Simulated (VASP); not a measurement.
Wanted: the native input for a VASP 6.6.1 run.

| Quantity | Value |
| --- | --- |
| Task | single point |
| Functional | PBE |
| Potentials or basis | VASP PAW PBE potentials, release 64 (Mo_sv, Te) |
| Cutoff | 520 eV |
| k mesh | 8 × 8 × 8 |
| Occupations | fermi-dirac, width 0.02 eV |
| Spin | no spin polarisation |
| Dipole correction | no |
| Further INCAR settings | ALGO = Normal; EDIFF = 1e-06; NBANDS = 20 |

The structure of Te2Mo lies in POSCAR:

```
Te2Mo
1.0
    1.7734078943      1.0238775251      6.9542394110
   -1.7734078943      1.0238775251      6.9542394110
    0.0000000000     -2.0477550503      6.9542394110
Mo Te
1 2
Direct
   -0.0000474376     -0.0000474376     -0.0000474376
    0.4190447158      0.4190447158      0.4190447158
    0.2476693884      0.2476693884      0.2476693884
```

The cell was built by a generator and needn't be a form met in nature.

The cell isn't the ideal one: uniaxial_z strain -2.1%.

These files were run (other wordings do the same):

INCAR

```
PREC = Accurate
ENCUT = 520
EDIFF = 1E-6
ISMEAR = -1
SIGMA = 0.02
LREAL = F
LASPH = T
NELM = 100
ALGO = Normal
ISIF = 2
LWAVE = F
LCHARG = F
GGA = PE
NBANDS = 20
```

KPOINTS

```
regular mesh
0
Gamma
  8 8 8
```

Potentials or basis: VASP PAW PBE potentials, release 64 (Mo_sv, Te).

Command:

```console
$ cat potpaw_PBE.64/Mo_sv/POTCAR potpaw_PBE.64/Te/POTCAR > POTCAR
$ mpirun -np 1 vasp_std > vasp.out
```

It gave:

| Property | Result |
| --- | --- |
| Pressure | 2.5 GPa |
| Largest force | 0.224 eV/Å |
| Band gap on the k mesh | 0.81 eV, indirect (least direct gap 1.27 eV) |

Caveat: spin-orbit coupling is left out, which moves the levels of the heavy elements.

It took 7.7 min on 1 thread of Intel(R) Xeon(R) Platinum 8375C CPU @ 2.90GHz (Ice Lake), with other jobs on the host, peak memory 0.42 GiB.
